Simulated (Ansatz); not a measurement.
Computed properties of Bi2Se3

```
Bi Se
1.0
     2.07150    1.19598    9.54533
    -2.07150    1.19598    9.54533
     0.00000   -2.39196    9.54533
Bi Se
2 3
Direct
  0.40080 0.40080 0.40080
  0.59920 0.59920 0.59920
  0.00000 0.00000 0.00000
  0.21170 0.21170 0.21170
  0.78830 0.78830 0.78830
```

Atom numbers follow the list: Bi1, Bi2, Se3, Se4, Se5.

The cell is COD entry 9011965, as deposited and not checked against the literature; nothing was relaxed.

No spin–orbit coupling, which matters for the heavy atoms here.

All numbers are computed: DFT, PBE, all-electron LAPW, scalar-relativistic (Ansatz 0.2.0); DFT, PBE, PAW with Ansatz's default frozen-core files, scalar-relativistic (Ansatz 0.2.0).

For LAPW: a Γ-centred 6×6×6 k mesh, Fermi–Dirac smearing of 0.03 eV, basis error target 0.5 meV/atom, no spin polarisation. PAW takes a cutoff of 420 eV at this cell. The Ansatz runs share mesh, smearing and spin set-up. Values come from LAPW unless marked.

```json
{
 "Löwdin charges (with 0.17 e of the cell spilling out of the atomic basis, so their sizes and signs hang on that basis)": "Bi1 0.62, Se3 -0.48, Se4 -0.29 e",
 "Band gap": "0.22 eV, direct at Γ (so small a gap may close at points that the mesh and path miss)",
 "Largest force": "0.181 eV/Å on Bi2",
 "Volume per atom": "28.38 Å³"
}
```

Problem. Give the computed value. Pressure at this cell.

Solution. 2.53 GPa.

Problem. Give the computed value. Bader charges (from the PAW run).

Solution. Bi1 +1.02, Se3 -0.84, Se4 -0.60 e.
